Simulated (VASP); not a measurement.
# Settings for GaAs: elastic tensor

GaAs, F-43m (no. 216), 2 atoms in the cell. PBE, elastic tensor by finite differences; PAW potentials As, Ga_d (PBE set). VASP 6.6.1.

Wanted: elastic constants within 1.5 %.

Geometry: relaxed with this functional.

Elastic constants: the values given are C11, C12, C44.

POSCAR:
```
GaAs
1.0
    0.0000000000      2.8752657291      2.8752657291
    2.8752657291      0.0000000000      2.8752657291
    2.8752657291      2.8752657291      0.0000000000
As Ga
1 1
Direct
    0.7500000000      0.7500000000      0.7500000000
    0.0000000000      0.0000000000      0.0000000000
```

The series start from Plane-wave cutoff (eV): 430; k mesh: 8x8x8; SCF threshold (eV): 1e-7; Precision mode: Accurate; Displacements: NFREE 2, POTIM 0.015; Projectors in real space: False. Each series keeps the choices made before it, and each single choice may use up half of a tolerance.

## Plane-wave cutoff (eV)

| Plane-wave cutoff (eV) | Elastic constants, largest deviation against the largest value | Time (s) |
|---|---|---|
| 280 | 14 % | 75 |
| 330 | 1.5 % | 79 |
| 370 | 0.55 % | 126 |
| 430 | 1.5 % | 124 |
| 510 | 0.1 % | 147 |
| 630 (reference) | 0 % | 267 |

## k mesh

| k mesh | Elastic constants, largest deviation against the largest value | Time (s) |
|---|---|---|
| 4x4x4 | 20 % | 46 |
| 6x6x6 | 3.7 % | 83 |
| 8x8x8 | 1.1 % | 147 |
| 10x10x10 | 0.32 % | 256 |
| 12x12x12 (reference) | 0 % | 425 |

## SCF threshold (eV)

| SCF threshold (eV) | Elastic constants, largest deviation against the largest value | Time (s) |
|---|---|---|
| 0.0001 | 15 % | 159 |
| 1e-5 | 2.1 % | 187 |
| 1e-6 | 0.95 % | 224 |
| 1e-7 | 0.16 % | 256 |
| 1e-8 (reference) | 0 % | 340 |

## Precision mode

| Precision mode | Elastic constants, largest deviation against the largest value | Time (s) |
|---|---|---|
| Accurate | 0 % | 256 |
| Normal | 0.11 % | 182 |
| Single | 1.1 % | 276 |

## Displacements

| Displacements | Elastic constants, largest deviation against the largest value | Time (s) |
|---|---|---|
| NFREE 2, POTIM 0.015 | 0 % | 256 |
| NFREE 4 | 0.1 % | 502 |
| NFREE 1 | 2.9 % | 133 |
| POTIM 0.005 | crashed | 59 |
| POTIM 0.03 | 0.14 % | 271 |

VASP's message at the runs that stop: IBZKPT: not all point group operations associated with the symmetry operators of the crystalline lattice are members of the point group of the reciprocal lattice.

## Projectors in real space

| Projectors in real space | Elastic constants, largest deviation against the largest value | Time (s) |
|---|---|---|
| False | 0 % | 256 |
| Auto | 1.5 % | 400 |

## Question

The rows run from the loosest to the tightest (no order: precision mode, displacements, projectors in real space). For each series: choose the loosest value from which every tighter one stays within half of the tolerance; where there is no order, keep the first row unless others stay within half of the tolerance and take at least 30 % less time, and then take the fastest.

## Answer

- Plane-wave cutoff (eV): 510
- k mesh: 10x10x10
- SCF threshold (eV): 1e-7
- Precision mode: Accurate
- Displacements: NFREE 2, POTIM 0.015
- Projectors in real space: False

## All choices together

| Input | Elastic constants, largest deviation against the largest value | Time (s) |
|---|---|---|
| program defaults, KSPACING-like mesh of 0.5 per A (naive) | 6.7 % | 8.6 |
| chosen settings | 0.22 % | 256 |
| reference settings throughout | 0 % | 816 |

The tolerance is met.

Values of the reference run: Elastic constants: 98.4, 41, 51 GPa.

## The input

INCAR:
```
PREC = Accurate ; ENCUT = 510
EDIFF = 1E-7 ; ISMEAR = 0
SIGMA = 0.02 ; LREAL = F
LASPH = T ; ALGO = Normal
NELM = 120 ; LWAVE = F
LCHARG = F ; GGA = PE
IBRION = 6 ; NFREE = 2
POTIM = 0.015 ; NSW = 1
ISIF = 3 ; KPAR = 2
```

KPOINTS:
```
Automatic mesh
0
Gamma
  10 10 10
  0 0 0
```

Commands:
```
cat potpaw_PBE.64/As/POTCAR potpaw_PBE.64/Ga_d/POTCAR > POTCAR
mpirun -np 2 vasp_std > vasp.out
```

The chosen input took VASP 6.6.1 256 s on 2 cores (AMD EPYC 9R45 (Zen 5)), a shared host.

## An input that fails: stress derivatives not asked (ISIF 2)

It runs to its end, but its output holds no elastic tensor.

Changes against the starting input:
```
- ISIF = 3
+ ISIF = 2
```
